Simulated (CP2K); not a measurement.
Here is a CP2K 2026.2 calculation.

bi_scf.inp

```
&GLOBAL
  PROJECT bi_scf
  RUN_TYPE ENERGY_FORCE
  PRINT_LEVEL LOW
&END GLOBAL
&FORCE_EVAL
  METHOD QS
  STRESS_TENSOR ANALYTICAL
  &DFT
    BASIS_SET_FILE_NAME BASIS_MOLOPT_UZH
    POTENTIAL_FILE_NAME POTENTIAL_UZH
    &MGRID
      CUTOFF 450
      REL_CUTOFF 60
      NGRIDS 4
    &END MGRID
    &QS
      METHOD GPW
      EPS_DEFAULT 1.0E-10
    &END QS
    &KPOINTS
      SCHEME MONKHORST-PACK 6 6 9
      GAMMA_CENTERED T
      SYMMETRY T
      SYMMETRY_BACKEND SPGLIB
    &END KPOINTS
    &SCF
      SCF_GUESS ATOMIC
      EPS_SCF 1.0E-6
      MAX_SCF 100
      ADDED_MOS 10
      CHOLESKY OFF
      EPS_EIGVAL 1.0E-7
      &DIAGONALIZATION ON
        ALGORITHM STANDARD
      &END DIAGONALIZATION
      &MIXING ON
        METHOD BROYDEN_MIXING
        ALPHA 0.4
        BETA 1.5
        NBUFFER 8
      &END MIXING
      &SMEAR ON
        METHOD FERMI_DIRAC
        ELECTRONIC_TEMPERATURE [K] 580.226
      &END SMEAR
    &END SCF
    &XC
      &XC_FUNCTIONAL PBE
      &END XC_FUNCTIONAL
    &END XC
    &PRINT
      &KPOINTS ON
      &END KPOINTS
      &MULLIKEN ON
      &END MULLIKEN
      &MO ON
        ENERGIES T
        OCCUPATION_NUMBERS T
        &EACH
          QS_SCF 0
        &END EACH
        ADD_LAST NUMERIC
      &END MO
      &LOWDIN ON
      &END LOWDIN
      &HIRSHFELD ON
        SHAPE_FUNCTION DENSITY
      &END HIRSHFELD
    &END PRINT
  &END DFT
  &SUBSYS
    &CELL
      ABC 4.6886416937 4.6886416937 3.3589262954
      ALPHA_BETA_GAMMA 106.2101446128 106.2101446139 83.8443506780
      PERIODIC XYZ
    &END CELL
    &COORD
      SCALED
      Bi  0.7502280000 0.7515860000 0.8490970000
      Bi  0.2471020000 0.2530770000 0.1447550000
    &END COORD
    &KIND Bi
      BASIS_SET TZVP-MOLOPT-PBE-GTH-q5
      POTENTIAL GTH-PBE-q5
    &END KIND
    &PRINT
      &ATOMIC_COORDINATES ON
      &END ATOMIC_COORDINATES
      &CELL ON
      &END CELL
      &SYMMETRY ON
      &END SYMMETRY
    &END PRINT
  &END SUBSYS
  &PRINT
    &FORCES ON
    &END FORCES
    &STRESS_TENSOR ON
    &END STRESS_TENSOR
  &END PRINT
&END FORCE_EVAL
```

Potentials or basis: POTENTIAL_UZH Bi GTH-PBE-q5; TZVP-MOLOPT-PBE-GTH basis.

Command:

```bash
$ OMP_NUM_THREADS=1 cp2k.psmp -i bi_scf.inp -o bi_scf.out
```

Q: Estimate the pressure.

A: 0.5 GPa.

Q: Predict the largest force.

A: 0.093 eV/Å.

Q: Estimate the band gap on the k mesh.

A: None (metal or under the smearing width).

Stress tensor (GPa, compression positive):
```
 0.20  0.29 -0.30
 0.29  0.09 -0.29
-0.30 -0.29  1.28
```

Caveat: spin-orbit coupling is left out, which moves the levels of the heavy elements; the basis of atomic orbitals isn't converged, which shifts pressures, moduli and gaps.
